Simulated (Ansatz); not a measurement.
The cell was built from the fcc type and relaxed in the same program, and has space group Fm-3m; it needn't be a known or the stable phase.

Input and log of a run on S: DFT, PBE, all-electron LAPW, scalar-relativistic (Ansatz 0.2.0).

Command: `ansatz run input.yaml --threads 1 --pin off --max-ram 2048MiB --backend cpu --events-out ev --progress --plain --runs-dir out` The run took about 4.6 s on 1 thread of a shared machine.

```yaml
crystal:
  lattice:
    - [0.0, 1.9939585068, 1.9939585068]
    - [1.9939585068, 0.0, 1.9939585068]
    - [1.9939585068, 1.9939585068, 0.0]
  atoms:
    - { symbol: S, position: [0.0, 0.0, 0.0] }
kpoints:
  mp_grid: { grid: [16, 16, 16] }
  band_path:
    path:
      - [0.0, 0.0, 0.0]
      - [0.5, 0.0, 0.5]
      - [0.625, 0.25, 0.625]
      - [0.375, 0.375, 0.75]
      - [0.0, 0.0, 0.0]
      - [0.5, 0.5, 0.5]
      - [0.5, 0.25, 0.75]
      - [0.5, 0.0, 0.5]
    npoints: 8
scf:
  occupations: { method: fermi_dirac, width: 0.03 }
hamiltonian:
  xc: pbe
  pseudopotentials: { kind: all_electron, lapw: { basis_error: 0.001 } }
output:
  forces: true
  stress: true
  eigenvalues: true
  populations: true
  dos: { projected: true, de: 0.2, e_range: [-14, 8] }
```

Output:

```
S: projections on atomic orbitals take those of the free atom 1s2 2s2 2p6 3s2 3p4, of charge +0.00 (hamiltonian.pseudopotentials.projection_atoms)
LAPW: plane waves up to 6.402 Å⁻¹, error target 1.0e-3 eV per atom; small_component_spin mean_spin; S in spheres of 1.410 Å, 14 of its electrons in bands, Dirac shells []
Engine: ansatz 0.2.0
Pseudopotentials: kind: all_electron
Pseudopotential: S, LAPW, valence charge 14, Koelling and Harmon's equation, gaussian nucleus
Functional definition: PBE
  parameter kappa = 0.804
  parameter beta = 0.06672455060314922
  exchange = pbe_x(kappa = kappa, mu = beta*pi^2/3)
  correlation = pbe_c(beta = beta)
Crystal: 1 atoms, lattice volume = 15.855 Å³
Basis set: ecut = 156.14363438072667 eV, 65 PW (Γ), exchange–correlation at level 2
Bands: 11, of which v1, the nominal top of the filled ones, is band 7 counted from 1 (6 counted from 0)
Symmetry: 48 space group operations
Space group: Fm-3m (ITA 225), of the structure as read, at distance tolerance 2.5e-5 Å
k-points: 145 of 4096
Non-local potential: S, projectors of the file, none
Initial density: superposition of atomic densities (chi_scale 0.1, normalization cell)
Initial wavefunctions: plane waves of lowest kinetic energy (no species holds an atomic orbital)
Functional: x = pbe(κ = 0.804, μ = 0.2195149727645171), c = pbe(β = 0.06672455060314922)
iter 1 solved again at ethr=6.41e-6 eV; its pass at ethr=1.00e-1 eV (dr2=8.97e-4 eV) is discarded
SCF iter   1: F=—  HF=-10861.402685 eV  |F-HF|=—  |Δ(HF+E_count)|=         —  Δρ=3.77e-3  dr2=9.00e-4  ethr=6.41e-6  ⟨swp⟩=3.9  Hψ=12387  notcnv=0
preconditioner: auto → none  [metal: Δε(μ)=0.018 eV  Ē_g=15.270 eV  σ=0.030 eV  W_gap=0.15  n_scr=0 (ndim 8)  ℏωp=22.8 eV  f_vac=0.000  D(μ)=0.58/eV (n_scr^D=0)]
SCF iter   2: F=—  HF=-10861.399636 eV  |F-HF|=—  |Δ(HF+E_count)|=   3.05e-3  Δρ=1.79e-3  dr2=2.32e-4  ethr=6.41e-6  ⟨swp⟩=2.0  Hψ=5147  notcnv=0
iter 3 solved again at ethr=1.25e-7 eV; its pass at ethr=1.66e-6 eV (dr2=1.76e-5 eV) is discarded
SCF iter   3: F=—  HF=-10861.399729 eV  |F-HF|=—  |Δ(HF+E_count)|=   9.31e-5  Δρ=4.41e-4  dr2=1.75e-5  ethr=1.25e-7  ⟨swp⟩=2.0  Hψ=8442  notcnv=0
SCF iter   4: F=—  HF=-10861.399764 eV  |F-HF|=—  |Δ(HF+E_count)|=   3.50e-5  Δρ=3.82e-5  dr2=1.36e-7  ethr=1.25e-7  ⟨swp⟩=2.7  Hψ=5175  notcnv=0  defer=1
SCF iter   5: F=-10861.399764 eV  HF=-10861.399764 eV  |F-HF|=6.73e-10  |Δ(HF+E_count)|=   3.23e-7  Δρ=1.70e-6  dr2=1.94e-10  ethr=9.74e-10  ⟨swp⟩=3.0  Hψ=5424  notcnv=0
SCF 1 converged in 5 iterations: F = -10861.399764 eV  dr2 = 1.94e-10
NSCF: frozen V_eff on 57 k-points
SCF converged after 5 iterations
Free energy (F): -10861.399764 eV
Harris-Foulkes:  -10861.399764 eV  (|F-HF|=6.73e-10)
Internal energy: -10861.398094 eV  (E = F + TS)
E sigma→0 (E₀):  -10861.398929 eV
Entropy (-TS):   -0.001670 eV (-1.670 meV/atom)
Fermi energy:    10.088490 eV
--- Per-component energies (eV) ---
  E_band       = -1219.575948
  E_kinetic    = 10908.407818
  E_xc         = -696.400908
  E_electrostatic = -21073.405005  (all electrons and nuclei)
  E_smearing   = -0.001670  (= −TS)
  E_closure    = 0.000000  (closes the sum)
  E_atoms      = -10858.582441  (free atoms, spherical and without spin; not in F)
  Σ components = -10861.399764   (vs F -10861.399764, Δ=0.00e0)
  Basis errors (estimates in eV, not in F): energy 3.1e-4 per atom: plane waves 3.1e-4 (1.6e-4 summed), levels above the bands 6.7e-197, relativity 1.7e-8, radial functions 2.6e-6, core shells 3.2e-16; eigenvalues (radial functions only) 5.8e-5; not estimated: angular momenta, meshes, grids; target (lapw.basis_error) 1.0e-3; muffin-tin radii S 1.410 Å
--- Forces (eV/Å), atoms counted from 1 ---
  atom   1  S     -0.00000000     0.00000000     0.00000000
  max |Σ_I F_I| component: 8.22e-31 eV/Å
--- Stress (GPa, compression-positive) ---
        0.069946       0.000000       0.000000
        0.000000       0.069946       0.000000
        0.000000       0.000000       0.069946
  P = ⅓ Tr σ = 0.0699 GPa (0.699 kbar)
--- Band table (eV; the first three rows and the last of 145) ---
  k-point 0: bands = ["-196.6172", "-141.4191", "-141.4191", "-141.4191", "-6.6330", "13.2551", "13.2551", "13.2551", "21.8855", "21.8855", "21.8855"]
  k-point 1: bands = ["-196.6172", "-141.4191", "-141.4191", "-141.4191", "-6.5406", "12.7310", "13.1853", "13.1853", "21.7343", "22.0425", "22.0425"]
  k-point 2: bands = ["-196.6172", "-141.4191", "-141.4191", "-141.4191", "-6.2655", "11.3986", "12.9997", "12.9997", "21.3041", "22.4187", "22.4187"]
  k-point 144: bands = ["-196.6172", "-141.4192", "-141.4192", "-141.4192", "-0.6829", "5.5941", "5.5941", "7.5521", "20.0451", "23.0086", "23.0086"]
--- Löwdin populations: 1 site ---
  site symbol       q [e]
     0      S     15.9270
  spilling = 0.004565 (of n_electrons = 16.000000)
```
